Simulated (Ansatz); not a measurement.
What a change of settings does to a run on LiCl

The cell is COD entry 1011314, as deposited and not checked against the literature; nothing was relaxed. It is an old determination, and later ones may differ.

First run: DFT, LDA, PAW with Ansatz's default frozen-core files, scalar-relativistic (Ansatz 0.2.0).

Command: `ansatz run input.yaml --threads 1 --pin off --max-ram 2048MiB --backend cpu --events-out ev --progress --plain --runs-dir out` The run took 1.1 s on 1 thread of Intel(R) Xeon(R) 6975P-C (Granite Rapids), with other jobs on the host, peak memory 0.35 GiB.

```yaml
crystal:
  lattice:
    - [0.0, 2.56476, 2.56476]
    - [2.56476, 0.0, 2.56476]
    - [2.56476, 2.56476, 0.0]
  atoms:
    - { symbol: Li, position: [0.0, 0.0, 0.0] }
    - { symbol: Cl, position: [0.5, 0.5, 0.5] }
kpoints:
  mp_grid: { grid: [9, 9, 9] }
  band_path:
    path:
      - [0.0, 0.0, 0.0]
      - [0.5, 0.0, 0.5]
      - [0.625, 0.25, 0.625]
      - [0.375, 0.375, 0.75]
      - [0.0, 0.0, 0.0]
      - [0.5, 0.5, 0.5]
      - [0.5, 0.25, 0.75]
      - [0.5, 0.0, 0.5]
    npoints: 5
scf:
  occupations: { method: fermi_dirac, width: 0.03 }
hamiltonian:
  xc: lda
  pseudopotentials: { kind: paw }
output:
  forces: true
  stress: true
  eigenvalues: true
  efg: { contact_densities: true }
```

Result: converged; pressure -3.24 GPa; gap on the k mesh 5.99 eV (the mesh can miss the band edges); 6 SCF iterations.

The input is then changed:

```diff
@@ -30,3 +30,7 @@
   eigenvalues: true
   efg: { contact_densities: true }
+magnetization:
+  spin_polarized: true
+basis:
+  ecutwfc: "200 eV"
```

Question: What does the second run give?

Answer: It converged; pressure -2.22 GPa; moment 0.00 μB; 6 SCF iterations. Some of these settings are too coarse for converged properties.

The results part of its log:

```
SCF 1 converged in 6 iterations: F = -1248.814568 eV  dr2 = 2.72e-10
  greatest PAW one-centre occupation: 0.996 electrons in one spin orbital (limit 2), on the Li atom at site 0 (counted from 0), in its partial waves of l = 0
NSCF: frozen V_eff on 36 k-points
SCF converged after 6 iterations
Magnetization: 0.0000 μB (5.0000 up, 5.0000 down)
Absolute magnetization: 0.0000 μB (∫|ρ↑−ρ↓|)
Spin contamination: 0.0000 ħ² per cell (⟨S²⟩ above its minimum at these occupations)
Per-site moments (μB) at R_I (Å): [(0.0, 1.0579635), (0.0, 1.0579635)]
Free energy (F): -1248.814568 eV
Harris-Foulkes:  -1248.814568 eV  (|F-HF|=3.28e-10)
Internal energy: -1248.814568 eV  (E = F + TS)
E sigma→0 (E₀):  -1248.814568 eV
Fermi energy:    4.612100 eV
--- Per-component energies (eV) ---
  E_band       = -103.820346
  E_kinetic    = 183.286949
  E_local      = -324.258084  (includes V_loc(G=0)·N_el)
  E_nonlocal   = -2.875645
  E_hartree    = 93.334339
  E_xc         = -117.001295
  E_vxc        = -135.973940  (∫ρ·V_xc dr)
  E_paw        = -644.005248  (= ΣΔE_a)
  E_vpaw       = -10.673137  (= ΣTr[D̂ρ^β])
  E_aug_tail   = 0.004835  (compensation charges beyond the density's cutoff)
  E_ewald      = -437.490911
  E_core_change = 0.190492  (= ΣΔE_core)
  E_smearing   = -0.000000  (= −TS)
  E_closure    = -0.000000  (closes the sum)
  Σ components = -1248.814568   (vs F -1248.814568, Δ=0.00e0)
--- Forces (eV/Å), atoms counted from 1 ---
  atom   1  Li    -0.00000000    -0.00000000     0.00000000
  atom   2  Cl     0.00000000    -0.00000000    -0.00000000
  max |Σ_I F_I| component: 9.24e-30 eV/Å
--- Stress (GPa, compression-positive) ---
       -2.217233      -0.000000       0.000000
        0.000000      -2.217233       0.000000
        0.000000       0.000000      -2.217233
  P = ⅓ Tr σ = -2.2172 GPa (-22.172 kbar)
--- PAW observables at the nuclei: V_zz in 10²¹ V/m², potentials from the cell's mean, atoms counted from 1 ---
  atom   1  Li V_zz =    +0.000000   η = 0.0000   by run symmetry: forbidden
            electrostatic potential = -162.452302 V   contact ρ = 91.124903 e/Å³   contact ρ_s (e/Å³): all electrons +0.000000, valence +0.000000
  atom   2  Cl V_zz =    +0.000000   η = 0.0000   by run symmetry: forbidden
            electrostatic potential = -1772.352353 V   contact ρ = 23904.114991 e/Å³   contact ρ_s (e/Å³): all electrons -0.000000, valence +0.000000
--- Band table (eV; the first three rows and the last of 70) ---
  k-point 0 ↑: bands = ["-41.1084", "-11.8875", "1.6030", "1.6030", "1.6030", "7.5688", "13.2902", "13.2902", "13.2902"]
  k-point 1 ↑: bands = ["-41.2108", "-11.8308", "1.0893", "1.5094", "1.5094", "7.8849", "12.5056", "13.1660", "13.1660"]
  k-point 2 ↑: bands = ["-41.2077", "-11.6693", "0.1449", "1.4263", "1.4263", "8.3683", "12.1169", "12.1908", "12.1908"]
  k-point 34 ↓: bands = ["-41.2138", "-11.0865", "-0.8323", "-0.4782", "0.5227", "10.7278", "11.0744", "11.3442", "12.4706"]
```
